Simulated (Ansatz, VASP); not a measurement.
# Si in VASP and in Ansatz

Contents of INCAR:

```
ALGO     = Normal         # electronic algorithm
DIPOL    = 0.5 0.5 0.500
EDIFF    = 1E-6           # SCF threshold, eV
ENCUT    = 520            # plane-wave cutoff, eV
GGA      = PE             # functional
IDIPOL   = 3            
ISIF     = 2              # what is computed and relaxed
ISMEAR   = -1             # smearing method
LASPH    = T              # aspherical terms in the spheres
LCHARG   = F              # write CHGCAR
LDIPOL   = T            
LREAL    = F              # projectors in reciprocal space
LWAVE    = F              # write WAVECAR
NBANDS   = 16             # bands
NELM     = 80             # most SCF steps
PREC     = Accurate       # precision mode
SIGMA    = 0.02           # smearing width, eV
```

File KPOINTS:

```
k-points
0
Gamma
  8 6 1
```

File POSCAR:

```
Si
1.0
    3.8685410222      0.0000000000      0.0000000000
    0.0000000000      5.4709431802      0.0000000000
    0.0000000000      0.0000000000     17.9343000000
Si
4
Direct
    0.0000000000      0.3750000000      0.4460734316
    0.5000000000      0.1250000000      0.4460734316
    0.5000000000      0.8750000000      0.5539265684
    0.0000000000      0.6250000000      0.5539265684
```

Input for Ansatz:

```yaml
crystal:
  lattice:
    - [3.8685410222, 0.0, 0.0]
    - [0.0, 5.4709431802, 0.0]
    - [0.0, 0.0, 17.9343]
  atoms:
    - { symbol: Si, position: [0.0, 0.375, 0.4460734316] }
    - { symbol: Si, position: [0.5, 0.125, 0.4460734316] }
    - { symbol: Si, position: [0.5, 0.875, 0.5539265684] }
    - { symbol: Si, position: [0.0, 0.625, 0.5539265684] }
kpoints:
  mp_grid: { grid: [8, 6, 1] }
scf:
  occupations: { method: fermi_dirac, width: 0.02 }
hamiltonian:
  xc: pbe
  pseudopotentials: { kind: paw }
output:
  forces: true
  stress: true
  eigenvalues: true
  populations: true
efield:
  axis: 3
  amplitude: 0
  dipole_correction: true
```

Alike in both runs: task single point; functional PBE; k mesh 8 × 6 × 1; occupations fermi-dirac, width 0.02 eV; no spin polarisation.

```csv
,VASP,Ansatz
version,VASP 6.6.1,Ansatz 0.2.0
potentials or method,"VASP PAW PBE potentials, release 64 (Si)","PAW with Ansatz's default frozen-core files, scalar-relativistic"
plane-wave cutoff (eV),520,420
valence electrons in the cell,16,16
```

|  | VASP | Ansatz | Ansatz less VASP |
| --- | --- | --- | --- |
| rms of the force components (eV/Å) | 0.313 | 0.311 | -0.0022 |

Atom by atom the forces differ by 0.003 eV/Å (rms over components). The functional is the same, so the differences come from potentials, cutoffs and numerics.
